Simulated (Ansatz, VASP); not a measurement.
**BN in VASP and in Ansatz**

File INCAR:

```
SYSTEM = BN
ALGO = Fast
EDIFF = 1E-6
EDIFFG = -0.01
ENCUT = 600
GGA = PE
IBRION = 2
ISIF = 3
ISMEAR = 0
IVDW = 12
LASPH = .True.
LCHARG = .False.
LREAL = .False.
LWAVE = .False.
NELM = 80
NSW = 80
PREC = Accurate
SIGMA = 0.05
```

KPOINTS

```
k-points
0
Gamma
  12 12 6
  0 0 0
```

File POSCAR:

```
BN
1.0
    2.5360000000      0.0000000000      0.0000000000
   -1.2680000000      2.1962404240      0.0000000000
    0.0000000000      0.0000000000      4.1990000000
B N
2 2
Direct
    0.6666666667      0.3333333333      0.0000000000
    0.3333333333      0.6666666667      0.5000000000
    0.6666666667      0.3333333333      0.3750000000
    0.3333333333      0.6666666667      0.8750000000
```

Input for Ansatz:

```yaml
crystal:
  lattice:
    - [2.536, 0.0, 0.0]
    - [-1.268, 2.196240424, 0.0]
    - [0.0, 0.0, 4.199]
  atoms:
    - { symbol: B, position: [0.6666666667, 0.3333333333, 0.0] }
    - { symbol: B, position: [0.3333333333, 0.6666666667, 0.5] }
    - { symbol: "N", position: [0.6666666667, 0.3333333333, 0.375] }
    - { symbol: "N", position: [0.3333333333, 0.6666666667, 0.875] }
basis:
  ecutwfc: 420
  ecutrho_ratio: 4
kpoints:
  mp_grid: { grid: [12, 12, 6] }
hamiltonian:
  xc: pbe
  dispersion: d3bj
scf:
  occupations: { method: gaussian, width: 0.05 }
output:
  forces: true
  stress: true
  eigenvalues: true
relax:
  f_tol: 0.01
  max_steps: 60
  cell: { stress_tol: 0.04 }
```

Measurements of this composition are mostly on another form, of space group No. 194.

Alike in both runs: task relaxation of cell and atoms; functional PBE; dispersion D3(BJ); k mesh 12 × 12 × 6; occupations gaussian, width 0.05 eV; no spin polarisation.

```csv
,VASP,Ansatz
version,VASP 6.6.1,Ansatz 0.2.0
potentials or method,"VASP PAW PBE potentials, release 64 (B, N)","scalar-relativistic, plane waves, PAW"
plane-wave cutoff (eV),600,420
valence electrons in the cell,16,16
```

Ansatz gave:

| Property | Result |
| --- | --- |
| gap on the k mesh at the Fermi level, each at its own relaxed structure (eV) | 5.20 |
| relaxed volume (Å³/atom) | 5.88 |
| relaxed cell length with the largest relative difference (Å) | 2.542 |

What did VASP give for the same quantities?

gap on the k mesh at the Fermi level, each at its own relaxed structure (eV): 5.19; relaxed volume (Å³/atom): 5.88; relaxed cell length with the largest relative difference (Å): 2.542.

A k mesh can miss the band edges. Zero-point motion and thermal expansion aren't in these numbers.
